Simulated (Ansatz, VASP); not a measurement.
Al2H5: VASP beside Ansatz

```
Al H
1.0
     4.48548    0.00000    0.00000
    -2.24274    3.88454    0.00000
     0.00000    0.00000    4.60620
Al H
2 5
Cartesian
  0.0000 0.0000 0.0000
  0.0000 2.5897 0.0000
  2.7172 1.0209 2.3031
  2.2427 1.8427 2.3031
  1.7683 1.0209 2.3031
  0.0000 0.0000 2.7515
  0.0000 0.0000 1.8547
```

Alike in both runs: task relaxation of cell and atoms; functional PBE; k mesh 12 × 12 × 8; occupations gaussian, width 0.1 eV; no spin polarisation.

```csv
,VASP,Ansatz
version,VASP 6.6.1,Ansatz 0.2.0
potentials or method,"VASP PAW PBE potentials, release 64 (Al, H)","scalar-relativistic, plane waves, PAW"
plane-wave cutoff (eV),600,420
valence electrons in the cell,11,11
```

Ansatz gave:

- gap on the k mesh at the Fermi level, each at its own relaxed structure (eV): none
- relaxed volume (Å³/atom): 11.58
- relaxed cell length with the largest relative difference (Å): 4.675

Problem. Which values does VASP return?

Solution. gap on the k mesh at the Fermi level, each at its own relaxed structure (eV): none; relaxed volume (Å³/atom): 11.56; relaxed cell length with the largest relative difference (Å): 4.671.

A gap of «none» marks a metal or a gap that the smearing closes.
